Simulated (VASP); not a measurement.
# CdS (F-43m) in VASP: further runs

Runs on CdS. Level: PBE. Tasks: relaxation of cell and atoms.

Everything below comes from runs of VASP 6.6.1. Logs are shortened: lines on timing, memory, paths and dates and some standing lists are left out, and cuts for length are marked.

## (1) The structure

Symmetry: F-43m, No. 216, cubic system. Conventional cell: a = 5.833 Å, b = 5.833 Å, c = 5.833 Å, α = 90.00°, β = 90.00°, γ = 90.00°. Around Cd (site symmetry -43m) lie 4 S at 2.53 Å. S (site symmetry -43m) is surrounded by 4 Cd at 2.53 Å.

## (2) Relaxation of cell and atoms, PBE

Contents of INCAR:

```
SYSTEM = CdS
PREC = Accurate
ENCUT = 350
EDIFF = 1E-7
ISMEAR = 0
SIGMA = 0.02
LREAL = .False.
LASPH = .True.
NELM = 80
ALGO = Normal
ISIF = 3
LWAVE = .False.
LCHARG = .False.
GGA = PE
IBRION = 2
NSW = 80
EDIFFG = -0.002
```

Contents of KPOINTS:

```
Automatic mesh
0
Gamma
  10 10 10
  0 0 0
```

Contents of POSCAR:

```
CdS
1.0
    0.0000000000      2.9165000000      2.9165000000
    2.9165000000      0.0000000000      2.9165000000
    2.9165000000      2.9165000000      0.0000000000
Cd S
1 1
Direct
    0.0000000000      0.0000000000      0.0000000000
    0.2500000000      0.2500000000      0.2500000000
```

Potentials or basis: VASP PAW PBE potentials, release 64 (Cd, S).

Launch:

```
cat potpaw_PBE.64/Cd/POTCAR potpaw_PBE.64/S/POTCAR > POTCAR
mpirun -np 1 vasp_std > vasp.out
```

OUTCAR:

```text
SYSTEM = CdS
   PREC = Accurate
   ENCUT = 350
   EDIFF = 1E-7
   ISMEAR = 0
   LREAL = .False.
   LASPH = .True.
   NELM = 80
   ISIF = 3
   GGA = PE
   IBRION = 2
   NSW = 80
   EDIFFG = -0.002

 ion  position               nearest neighbor table
   1  0.000  0.000  0.000-   2 2.53   2 2.53   2 2.53   2 2.53
   2  0.250  0.250  0.250-   1 2.53   1 2.53   1 2.53   1 2.53

  LATTYP: Found a face centered cubic cell.
 ALAT       =     5.8330000000

  Lattice vectors:

 A1 = (   0.0000000000,   2.9165000000,   2.9165000000)
 A2 = (   2.9165000000,   0.0000000000,   2.9165000000)
 A3 = (   2.9165000000,   2.9165000000,   0.0000000000)

Analysis of symmetry for initial positions (statically):
=====================================================================
 Subroutine PRICEL returns:
 Original cell was already a primitive cell.

 Routine SETGRP: Setting up the symmetry group for a
 face centered cubic supercell.

 Subroutine GETGRP returns: Found 24 space group operations
 (whereof 24 operations were pure point group operations)
 out of a pool of 48 trial point group operations.

The static configuration has the point symmetry T_d .

Analysis of symmetry for dynamics (positions and initial velocities):
=====================================================================
 Subroutine PRICEL returns:
 Original cell was already a primitive cell.

 Routine SETGRP: Setting up the symmetry group for a
 face centered cubic supercell.

 Subroutine GETGRP returns: Found 24 space group operations
 (whereof 24 operations were pure point group operations)
 out of a pool of 48 trial point group operations.

The dynamic configuration has the point symmetry T_d .

 Subroutine INISYM returns: Found 24 space group operations
 (whereof 24 operations are pure point group operations),
 and found     1 'primitive' translations

----------------------------------------------------------------------------------------

                                     Primitive cell

  volume of cell :      49.6153

  direct lattice vectors                    reciprocal lattice vectors
     0.000000000  2.916500000  2.916500000    -0.171438368  0.171438368  0.171438368
     2.916500000  0.000000000  2.916500000     0.171438368 -0.171438368  0.171438368
     2.916500000  2.916500000  0.000000000     0.171438368  0.171438368 -0.171438368

  length of vectors
     4.124553855  4.124553855  4.124553855     0.296939964  0.296939964  0.296939964

  position of ions in fractional coordinates (direct lattice)
     0.000000000  0.000000000  0.000000000
     0.250000000  0.250000000  0.250000000

  ion indices of the primitive-cell ions
   primitive index   ion index
                 1           1
                 2           2

----------------------------------------------------------------------------------------

 KPOINTS: Automatic mesh

Automatic generation of k-mesh.
 Grid dimensions read from file:
 generate k-points for:   10   10   10

 Generating k-lattice:

  Cartesian coordinates                     Fractional coordinates (reciprocal lattice)
    -0.017143837  0.017143837  0.017143837     0.100000000  0.000000000  0.000000000
     0.017143837 -0.017143837  0.017143837     0.000000000  0.100000000  0.000000000
     0.017143837  0.017143837 -0.017143837     0.000000000  0.000000000  0.100000000

  Length of vectors
     0.029693996  0.029693996  0.029693996

  Shift w.r.t. Gamma in fractional coordinates (k-lattice)
     0.000000000  0.000000000  0.000000000

 Subroutine IBZKPT returns following result:
 ===========================================

 Found     47 irreducible k-points:

 Following reciprocal coordinates:
            Coordinates               Weight
  0.000000  0.000000  0.000000      1.000000
  0.100000  0.000000  0.000000      8.000000
  0.200000  0.000000  0.000000      8.000000
  0.300000  0.000000  0.000000      8.000000
  0.400000  0.000000  0.000000      8.000000
  0.500000  0.000000  0.000000      4.000000
[... 16 lines left out ...]
  0.300000  0.300000  0.000000      6.000000
  0.400000  0.300000  0.000000     24.000000
 [... further k-points ...]
   k-points           NKPTS =     47   k-points in BZ     NKDIM =     47   number of bands    NBANDS=     13
   number of dos      NEDOS =    301   number of ions     NIONS =      2
   total plane-waves  NPLWV =  21952
   dimension x,y,z NGX =    28 NGY =   28 NGZ =   28
   dimension x,y,z NGXF=    56 NGYF=   56 NGZF=   56
   ions per type =               1   1
   NGX,Y,Z   is equivalent  to a cutoff of  11.29, 11.29, 11.29 a.u.
   NGXF,Y,Z  is equivalent  to a cutoff of  22.57, 22.57, 22.57 a.u.
 SYSTEM =  CdS
   PREC   = accura    normal or accurate (medium, high low for compatibility)
   ISTART =      0    job   : 0-new  1-cont  2-samecut
   ICHARG =      2    charge: 1-file 2-atom 10-const
   ISPIN  =      1    spin polarized calculation?
   LNONCOLLINEAR =      F non collinear calculations
   LSORBIT =      F    spin-orbit coupling
   LASPH  =      T    aspherical Exc in radial PAW
   ENCUT  =  350.0 eV  25.72 Ry    5.07 a.u.   6.29  6.29  6.29*2*pi/ulx,y,z
   NELM   =     80;   NELMIN=  2; NELMDL= -5     # of ELM steps
   EDIFF  = 0.1E-06   stopping-criterion for ELM
   LREAL  =      F    real-space projection
   EDIFFG = -.2E-02   stopping-criterion for IOM
   NSW    =     80    number of steps for IOM
   IBRION =      2    ionic relax: 0-MD 1-quasi-New 2-CG
   NFREE  =      1    steps in history (QN), initial steepest desc. (CG)
   ISIF   =      3    stress and relaxation
   ISYM   =      2    0-nonsym 1-usesym 2-fastsym
   POTIM  = 0.5000    time-step for ionic-motion
   TEBEG  =    0.0;   TEEND  =   0.0 temperature during run
   PSTRESS=    0.0 pullay stress
   NELECT =      18.0000    total number of electrons
   NUPDOWN=      -1.0000    fix difference up-down
   EMIN   =  10.00;   EMAX   =-10.00  energy-range for DOS
   EFERMI =   0.00;   METHOD = LEGACY
   ISMEAR =     0;   SIGMA  =   0.02  broadening in eV -4-tet -1-fermi 0-gaus
   EFERMI_NEDOS =   21; number of points for ismear=-14 and -15
   IALGO  =     38    algorithm
   IMIX   =      4    mixing-type and parameters
     AMIX     =   0.40;   BMIX     =  1.00
     AMIX_MAG =   1.60;   BMIX_MAG =  1.00
  volume/ion in A,a.u.               =      24.81       167.41
  Fermi-wavevector in a.u.,A,eV,Ry     =   1.167599  2.206442 18.548649  1.363287
  Thomas-Fermi vector in A             =   2.304097
   LORBIT       =      0    0 simple, 1 ext, 2 COOP (PROOUT), +10 PAW based schemes
   GGA     = PE    functional components
   LHFCALC =     F    Hartree Fock is set to
   AEXX    =    0.0000 exact exchange contribution
   IVDW    =     0    specifies the selected vdW correction
   LEPSILON=     F    determine dielectric tensor
   LRPA    =     F    only Hartree local field effects (RPA)
 conjugate gradient relaxation of ions
 non-spin polarized calculation
 Gauss-broadening in eV      SIGMA  =   0.02
  energy-cutoff  :      350.00
  volume of cell :       49.62
 maximum number of plane-waves:       754
 NGX is ok and might be reduce to    28
   NGX = 13   NGY = 13   NGZ = 13

--------------------------------------- Ionic step        1  -------------------------------------------

 number of electron      17.9999989 magnetization

 Free energy of the ion-electron system (eV)
  ---------------------------------------------------
  ext. energy  EPLUGINS =         0.00000000
  ---------------------------------------------------
  free energy    TOTEN  =        -6.11662686 eV

  energy without entropy =       -6.11662686  energy(sigma->0) =       -6.11662686

------------------------ aborting loop because EDIFF is reached ----------------------------------------

  FORCE on cell =-STRESS in cart. coord.  units (eV):
  Direction    XX          YY          ZZ          XY          YZ          ZX
  --------------------------------------------------------------------------------------
  -------------------------------------------------------------------------------------
  Total        0.8722959      0.8722959      0.8722959      0.0000000      0.0000000      0.0000000
  in kB       28.1681604     28.1681604     28.1681604      0.0000000      0.0000000      0.0000000
  external PRESSURE =      28.1681604 kB  Pullay stress =       0.0000000 kB
[... 57 lines left out ...]
  energy  without entropy=       -6.1352249274  energy(sigma->0) =       -6.13522493

--------------------------------------- Ionic step        3  -------------------------------------------

 number of electron      18.0000004 magnetization

 Free energy of the ion-electron system (eV)
  ---------------------------------------------------
  ext. energy  EPLUGINS =         0.00000000
  ---------------------------------------------------
  free energy    TOTEN  =        -6.13701625 eV

  energy without entropy =       -6.13701625  energy(sigma->0) =       -6.13701625

 E-fermi :   1.0359     XC(G=0):  -8.9289

 val. band max:        0.9203673982   @ k =   0.0000   0.0000   0.0000
 cond. band min:       1.9584623892   @ k =   0.0000   0.0000   0.0000
 fundamental gap:      1.0380949910
 Fermi energy:         1.0358593773

 k-point     1 :       0.0000    0.0000    0.0000
  band No.  band energies     occupation
      1     -11.1718      2.00000
      2      -6.6352      2.00000
      3      -6.6352      2.00000
      4      -6.6352      2.00000
      5      -6.2158      2.00000
      6      -6.2158      2.00000
      7       0.9204      2.00000
      8       0.9204      2.00000
      9       0.9204      2.00000
     10       1.9585      0.00000
     11       7.4693      0.00000
     12       7.4693      0.00000
     13       7.4693      0.00000
[... 353 lines left out ...]
 k-point    24 :       0.4000    0.3000    0.0000
  band No.  band energies     occupation
      1     -10.7665      2.00000
      2      -6.4485      2.00000
      3      -6.4086      2.00000
      4      -6.3693      2.00000
      5      -6.1584      2.00000
      6      -6.0354      2.00000
      7      -2.2612      2.00000
      8      -0.5863      2.00000
      9      -0.4445      2.00000
     10       4.9097      0.00000
     11       5.4664      0.00000
     12       8.8566      0.00000
     13       9.8763      0.00000

 [... further k-points ...]

------------------------ aborting loop because EDIFF is reached ----------------------------------------

  FORCE on cell =-STRESS in cart. coord.  units (eV):
  Direction    XX          YY          ZZ          XY          YZ          ZX
  --------------------------------------------------------------------------------------
  -------------------------------------------------------------------------------------
  Total        0.0037538      0.0037538      0.0037538      0.0000000      0.0000000     -0.0000000
  in kB        0.1155657      0.1155657      0.1155657      0.0000000      0.0000000     -0.0000000
  external PRESSURE =       0.1155657 kB  Pullay stress =       0.0000000 kB
[... 17 lines left out ...]
  FREE ENERGIE OF THE ION-ELECTRON SYSTEM (eV)
  ---------------------------------------------------
  free  energy   TOTEN  =        -6.1370162516 eV

  energy  without entropy=       -6.1370162516  energy(sigma->0) =       -6.13701625

 reached required accuracy - stopping structural energy minimisation
```

Run time: 34 s. Hardware: 1 thread of Intel Xeon Platinum 8488C (Sapphire Rapids), shared host; peak memory 0.16 GiB.

What came out:

```
Free energy                            : -6.1370 eV
Relaxed volume                         : 26.02 Å³/atom
Relaxed cell                           : a = 4.191 Å, b = 4.191 Å, c = 4.191 Å, α = 60.00°, β = 60.00°, γ = 60.00°
Space group after relaxing (to 0.05 Å) : F-43m (No. 216)
Energy gained by relaxing              : 10.2 meV/atom
Ionic steps                            : 3
Pressure after relaxing                : 0.0 GPa
Band gap on the k mesh                 : 1.04 eV, direct
```

The path:
| step | energy change (eV) | largest force (eV/Å) | pressure (GPa) | volume (Å³) |
| --- | --- | --- | --- | --- |
| 1 | 0.0000 | 0.0000 | 2.82 | 49.62 |
| 2 | -0.0186 | 0.0000 | -0.74 | 52.81 |
| 3 | -0.0204 | 0.0000 | 0.01 | 52.04 |

Final structure:
```
Cd S
1.0
     0.00000    2.96329    2.96329
     2.96329    0.00000    2.96329
     2.96329    2.96329    0.00000
Cd S
1 1
Direct
  0.00000 0.00000 0.00000
  0.25000 0.25000 0.25000
```

PBE gaps usually lie below the measured ones, often by a third to a half. PBE usually gives volumes a little too large and moduli too small.

## (3) Relaxation of cell and atoms, PBE

This run uses another cell than the first one, of 26.02 Å³/atom, 1.049 times its volume.

INCAR is that of step 2.

KPOINTS is that of step 2.

Contents of POSCAR:

```
CdS                                     
1.0
    0.0000000000      2.9632884214      2.9632884214
    2.9632884214     -0.0000000000      2.9632884214
    2.9632884214      2.9632884214     -0.0000000000
  Cd              S             
     1     1
Direct
     0.0000000000000000    0.0000000000000000    0.0000000000000000
     0.2500000000000000    0.2500000000000000    0.2500000000000000
```

Potentials or basis: VASP PAW PBE potentials, release 64 (Cd, S).

Launch:

```
cat potpaw_PBE.64/Cd/POTCAR potpaw_PBE.64/S/POTCAR > POTCAR
mpirun -np 1 vasp_std > vasp.out
```

OUTCAR:

```text
SYSTEM = CdS
   PREC = Accurate
   ENCUT = 350
   EDIFF = 1E-7
   ISMEAR = 0
   LREAL = .False.
   LASPH = .True.
   NELM = 80
   ISIF = 3
   GGA = PE
   IBRION = 2
   NSW = 80
   EDIFFG = -0.002

 ion  position               nearest neighbor table
   1  0.000  0.000  0.000-   2 2.57   2 2.57   2 2.57   2 2.57
   2  0.250  0.250  0.250-   1 2.57   1 2.57   1 2.57   1 2.57

  LATTYP: Found a face centered cubic cell.
 ALAT       =     5.9265768428

  Lattice vectors:

 A1 = (   0.0000000000,   2.9632884214,   2.9632884214)
 A2 = (   2.9632884214,   0.0000000000,   2.9632884214)
 A3 = (   2.9632884214,   2.9632884214,   0.0000000000)

Analysis of symmetry for initial positions (statically):
=====================================================================
 Subroutine PRICEL returns:
 Original cell was already a primitive cell.

 Routine SETGRP: Setting up the symmetry group for a
 face centered cubic supercell.

 Subroutine GETGRP returns: Found 24 space group operations
 (whereof 24 operations were pure point group operations)
 out of a pool of 48 trial point group operations.

The static configuration has the point symmetry T_d .

Analysis of symmetry for dynamics (positions and initial velocities):
=====================================================================
[... 234 lines left out ...]

 Free energy of the ion-electron system (eV)
  ---------------------------------------------------
  ext. energy  EPLUGINS =         0.00000000
  ---------------------------------------------------
  free energy    TOTEN  =        -6.14288728 eV

  energy without entropy =       -6.14288728  energy(sigma->0) =       -6.14288728

 E-fermi :   1.0486     XC(G=0):  -8.9355

 val. band max:        0.9315817792   @ k =   0.0000   0.0000   0.0000
 cond. band min:       1.9736730366   @ k =   0.0000   0.0000   0.0000
 fundamental gap:      1.0420912574
 Fermi energy:         1.0485695764

 k-point     1 :       0.0000    0.0000    0.0000
  band No.  band energies     occupation
      1     -11.1682      2.00000
      2      -6.6308      2.00000
      3      -6.6308      2.00000
      4      -6.6308      2.00000
      5      -6.2102      2.00000
      6      -6.2102      2.00000
      7       0.9316      2.00000
      8       0.9316      2.00000
      9       0.9316      2.00000
     10       1.9737      0.00000
     11       7.4809      0.00000
     12       7.4809      0.00000
     13       7.4809      0.00000
[... 354 lines left out ...]
  band No.  band energies     occupation
      1     -10.7618      2.00000
      2      -6.4440      2.00000
      3      -6.4038      2.00000
      4      -6.3645      2.00000
      5      -6.1526      2.00000
      6      -6.0295      2.00000
      7      -2.2540      2.00000
      8      -0.5788      2.00000
      9      -0.4368      2.00000
     10       4.9220      0.00000
     11       5.4795      0.00000
     12       8.8697      0.00000
     13       9.8915      0.00000

 [... further k-points ...]

------------------------ aborting loop because EDIFF is reached ----------------------------------------

  FORCE on cell =-STRESS in cart. coord.  units (eV):
  Direction    XX          YY          ZZ          XY          YZ          ZX
  --------------------------------------------------------------------------------------
  -------------------------------------------------------------------------------------
  Total        0.0003832      0.0003832      0.0003832      0.0000000     -0.0000000      0.0000000
  in kB        0.0118156      0.0118156      0.0118156      0.0000000     -0.0000000      0.0000000
  external PRESSURE =       0.0118156 kB  Pullay stress =       0.0000000 kB
[... 17 lines left out ...]
  FREE ENERGIE OF THE ION-ELECTRON SYSTEM (eV)
  ---------------------------------------------------
  free  energy   TOTEN  =        -6.1428872846 eV

  energy  without entropy=       -6.1428872846  energy(sigma->0) =       -6.14288728

 reached required accuracy - stopping structural energy minimisation
```

OSZICAR:

```text
N       E                     dE             d eps       ncg     rms          rms(c)
DAV:   1     0.844335339583E+02    0.84434E+02   -0.75504E+03  1302   0.917E+02
DAV:   2    -0.322321483120E+01   -0.87657E+02   -0.84591E+02  1457   0.258E+02
DAV:   3    -0.667323231309E+01   -0.34500E+01   -0.34426E+01  1437   0.529E+01
[... 23 lines left out ...]
DAV:   2    -0.614289009298E+01    0.14422E-04   -0.37351E-05  1357   0.972E-02    0.110E-02
DAV:   3    -0.614288831375E+01    0.17792E-05   -0.45394E-06  1292   0.253E-02    0.940E-03
DAV:   4    -0.614288754034E+01    0.77341E-06   -0.23264E-07  1216   0.532E-03    0.200E-03
DAV:   5    -0.614288731838E+01    0.22197E-06   -0.49996E-08   611   0.358E-03    0.573E-04
DAV:   6    -0.614288728459E+01    0.33781E-07   -0.10322E-08   611   0.139E-03
   3 F= -.61428873E+01 E0= -.61428873E+01  d E =-.190277E-04
```

It took 27 s on 1 thread of Intel Xeon Platinum 8488C (Sapphire Rapids), shared host; peak memory 0.16 GiB.

What came out:

```
Free energy                            : -6.1429 eV
Relaxed volume                         : 25.98 Å³/atom
Relaxed cell                           : a = 4.189 Å, b = 4.189 Å, c = 4.189 Å, α = 60.00°, β = 60.00°, γ = 60.00°
Space group after relaxing (to 0.05 Å) : F-43m (No. 216)
Energy gained by relaxing              : 0.0 meV/atom
Ionic steps                            : 3
Pressure after relaxing                : 0.0 GPa
Band gap on the k mesh                 : 1.04 eV, direct
```

Final structure:
```
Cd S
1.0
     0.00000    2.96185    2.96185
     2.96185    0.00000    2.96185
     2.96185    2.96185    0.00000
Cd S
1 1
Direct
  0.00000 0.00000 0.00000
  0.25000 0.25000 0.25000
```
